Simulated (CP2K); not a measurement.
**LiCl in CP2K: the effect of functional**

LiCl:

```
Cl Li
1.0
     3.62713    0.00000    0.00000
     1.81357    3.14119    0.00000
     1.81357    1.04706    2.96154
Cl Li
1 1
Direct
  0.50000 0.50000 0.50000
  0.00000 0.00000 0.00000
```

Alike in all runs:

```yaml
Program: CP2K 2026.2
Task: band structure
Potentials_or_basis: POTENTIAL_UZH Cl GTH-PBE-q7, Li GTH-PBE-q3; TZVP-MOLOPT-PBE-GTH basis
Density_cutoff: 9184 eV
k_mesh: 9 × 9 × 9
Occupations: fermi-dirac, width 0.05 eV
Spin: no spin polarisation
```

```csv
functional,gap on the mesh (eV),pressure (GPa)
LDA,5.92,-2.8
HLE16,8.28,1.0
OLYP,6.92,3.3
BEEF-vdW,6.56,0.5
r2SCAN,?,?
```

Task: What does the run with functional r2SCAN give?

Result: gap on the mesh 7.14 eV; pressure -0.3 GPa.

Caveats: the potentials were made for another functional, which shifts forces and pressure; the basis of atomic orbitals isn't converged, which shifts pressures, moduli and gaps; the potentials were made for a functional far from this one (some runs).

Runs at the PBE level aren't shown here.
